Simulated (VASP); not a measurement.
Here is a VASP 6.6.1 calculation.

File INCAR:

```
  ALGO = Normal
  EDIFF = 1E-6
  EDIFFG = -0.01
  ENCUT = 600
  GGA = PE
  IBRION = 2
  ISIF = 3
  ISMEAR = 0
  IVDW = 12
  KPAR = 4
  LASPH = T
  LCHARG = F
  LREAL = F
  LWAVE = F
  NELM = 100
  NSW = 40
  PREC = Accurate
  SIGMA = 0.02
```

Contents of KPOINTS:

```
k-points
0
Gamma
  6 6 4
```

File POSCAR:

```
SiO2
1.0
    4.9820000000      0.0000000000      0.0000000000
    0.0000000000      4.9820000000      0.0000000000
    0.0000000000      0.0000000000      6.9630000000
Si O
4 8
Direct
    0.7989700000      0.2010300000      0.7500000000
    0.7010300000      0.7010300000      0.5000000000
    0.2010300000      0.7989700000      0.2500000000
    0.2989700000      0.2989700000      0.0000000000
    0.1034700000      0.2398900000      0.8218700000
    0.2601100000      0.6034700000      0.0718700000
    0.8965300000      0.7601100000      0.3218700000
    0.7398900000      0.3965300000      0.5718700000
    0.6034700000      0.2601100000      0.9281300000
    0.7601100000      0.8965300000      0.6781300000
    0.3965300000      0.7398900000      0.4281300000
    0.2398900000      0.1034700000      0.1781300000
```

Potentials or basis: VASP PAW PBE potentials, release 64 (Si, O).

The run is started by

```console
$ cat potpaw_PBE.64/Si/POTCAR potpaw_PBE.64/O/POTCAR > POTCAR
$ mpirun -np 4 vasp_std > vasp.out
```

Problem. Predict the space group after relaxing (to 0.05 Å).

Solution. P4_12_12 (No. 92).

Problem. Estimate the relaxed cell.

Solution. a = 4.931 Å, b = 4.931 Å, c = 6.779 Å, α = 90.00°, β = 90.00°, γ = 90.00°.

Problem. Predict the relaxed volume.

Solution. 13.73 Å³/atom.

Problem. Estimate the dispersion energy per atom.

Solution. -0.128 eV.

The path:
```tsv
step	energy change (eV)	largest force (eV/Å)	pressure (GPa)	volume (Å³)
1	0.0000	0.4074	4.68	172.82
2	0.0893	0.6056	-6.06	183.56
3	-0.0730	0.1535	0.03	177.00
4	-0.0730	0.1512	0.11	176.92
5	-0.0658	0.3838	-0.58	177.45
6	-0.0751	0.0604	-0.11	177.09
7	-0.0766	0.0521	-0.18	176.95
8	-0.0805	0.0343	-0.35	176.54
9	-0.0855	0.0601	-0.72	175.72
10	-0.0846	0.1668	-1.50	174.07
11	-0.0871	0.1001	-1.02	175.03
12	-0.0876	0.0966	-0.99	174.90
13	-0.0893	0.0856	-0.85	174.53
14	-0.0918	0.0680	-0.58	173.79
15	-0.0944	0.1291	-0.05	172.32
16	-0.0944	0.1500	0.15	171.83
17	-0.0957	0.1032	0.21	171.51
18	-0.0975	0.1521	0.35	170.69
19	-0.0997	0.1290	0.25	170.47
20	-0.1050	0.0623	-0.10	169.80
21	-0.1088	0.1063	-0.81	168.48
22	-0.1102	0.0815	-0.79	168.08
23	-0.1130	0.0548	-0.72	166.87
24	-0.1126	0.1418	-0.58	164.48
25	-0.1138	0.0754	-0.63	165.72
26	-0.1154	0.0597	-0.34	165.40
27	-0.1167	0.0562	0.30	164.74
28	-0.1177	0.0488	0.30	164.70
29	-0.1197	0.0796	0.29	164.57
30	-0.1178	0.2056	0.25	164.31
31	-0.1199	0.1098	0.27	164.51
32	-0.1208	0.0677	0.17	164.56
33	-0.1212	0.0480	0.04	164.62
34	-0.1213	0.0429	0.02	164.65
35	-0.1217	0.0279	-0.03	164.72
36	-0.1220	0.0238	-0.14	164.86
37	-0.1220	0.0244	-0.17	164.90
38	-0.1221	0.0091	-0.04	164.80
```
